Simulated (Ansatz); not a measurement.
# KF and the effect of the functional

```
CELL_PARAMETERS angstrom
0.00000 2.67185 2.67185
2.67185 0.00000 2.67185
2.67185 2.67185 0.00000
ATOMIC_POSITIONS crystal
K 0.00000 0.00000 0.00000
F 0.50000 0.50000 0.50000
```

Kept alike: task single point; k mesh 6 × 6 × 6; occupations fermi-dirac, width 0.05 eV; no spin polarisation. Program: Ansatz, PAW datasets made for the crystal. Cutoffs run from 280 to 310 eV. The mesh is that of the run's cell of 2 atoms. No spin-orbit coupling.

| run | band gap (eV) | pressure (GPa) |
| --- | --- | --- |
| A | 6.041 | -0.66 |
| B | 8.953 | 0.41 |
| C | 6.177 | 1.38 |
| D | 8.177 | 0.47 |

Pressure is positive in compression, with a Pulay correction for the finite cutoff. A gap read on the mesh alone can miss an edge between its points.

**Question.** The runs differ in the functional (and the cutoff that goes with it) alone: HSE06; PBE; PBE0; PBEsol. Which run is which?

**Answer.** Run A is PBEsol; run B is PBE0; run C is PBE; run D is HSE06. The band gap runs from 6.041 (PBEsol) to 8.953 eV (PBE0). From PBE: HSE06 +2.000; PBE0 +2.776; PBEsol -0.136. The pressure runs from -0.66 (PBEsol) to 1.38 GPa (PBE). From PBE: HSE06 -0.91; PBE0 -0.97; PBEsol -2.04. A positive pressure means that the functional's own cell is larger than the one given, a negative one that it is smaller.
